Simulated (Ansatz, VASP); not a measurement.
# PtSe2 (Sudovikovite) in VASP and in Ansatz

Contents of INCAR:

```
ALGO     = Normal         # electronic algorithm
EDIFF    = 1E-7           # SCF threshold, eV
ENCUT    = 520            # plane-wave cutoff, eV
GGA      = PE             # functional
ISIF     = 2              # what is computed and relaxed
ISMEAR   = -1             # smearing method
LASPH    = True           # aspherical terms in the spheres
LCHARG   = False          # write CHGCAR
LREAL    = False          # projectors in reciprocal space
LWAVE    = False          # write WAVECAR
NBANDS   = 18             # bands
NELM     = 100            # most SCF steps
PREC     = Accurate       # precision mode
SIGMA    = 0.05           # smearing width, eV
```

Contents of KPOINTS:

```
k-points
0
Gamma
  8 8 5
```

File POSCAR:

```
PtSe2
1.0
    3.6479786689      0.0000000000      0.0000000000
   -1.8239893344      3.1592421997      0.0000000000
    0.0000000000      0.0000000000      4.9586648823
Pt Se
1 2
Direct
    0.0000000000      0.0000000000      0.0000000000
    0.6666666667      0.3333333333      0.7500000000
    0.3333333333      0.6666666667      0.2500000000
```

The input input.yaml:

```yaml
crystal:
  lattice:
    - [3.6479786689, 0.0, 0.0]
    - [-1.8239893344, 3.1592421997, 0.0]
    - [0.0, 0.0, 4.9586648823]
  atoms:
    - { symbol: Pt, position: [0.0, 0.0, 0.0] }
    - { symbol: Se, position: [0.6666666667, 0.3333333333, 0.75] }
    - { symbol: Se, position: [0.3333333333, 0.6666666667, 0.25] }
hamiltonian:
  xc: pbe
  pseudopotentials: { kind: paw }
kpoints:
  mp_grid: { grid: [8, 8, 5] }
scf:
  occupations: { method: fermi_dirac, width: 0.05 }
output:
  forces: true
  stress: true
  eigenvalues: true
```

Change from the starting cell: volume scaled by 0.94.

Alike in both runs: task single point; functional PBE; k mesh 8 × 8 × 5; occupations fermi-dirac, width 0.05 eV; no spin polarisation.

|  | VASP | Ansatz |
| --- | --- | --- |
| version | VASP 6.6.1 | Ansatz 0.2.0 |
| potentials or method | VASP PAW PBE potentials, release 64 (Pt, Se) | Ansatz PAW |
| plane-wave cutoff (eV) | 520 | 420 |
| valence electrons in the cell | 22 | 50 |

```csv
,VASP,Ansatz,Ansatz less VASP
gap on the k mesh at the Fermi level (eV),none,none,-
pressure (GPa),17.7,17.7,-0.05
largest component of the traceless stress (GPa),3.73,3.71,-0.023
rms of the force components (eV/Å),0.700,0.694,-0.0060
```

Atom by atom the forces differ by 0.006 eV/Å (rms over components). A gap of «none» marks a metal or a gap that the smearing closes. The two sets of potentials don't hold the same shells in valence.

Caveats: forces of over 1 eV/Å show positions far from the minimum, so gaps and moduli don't describe the material at rest. Spin-orbit coupling is left out, which matters for the levels of Pt.
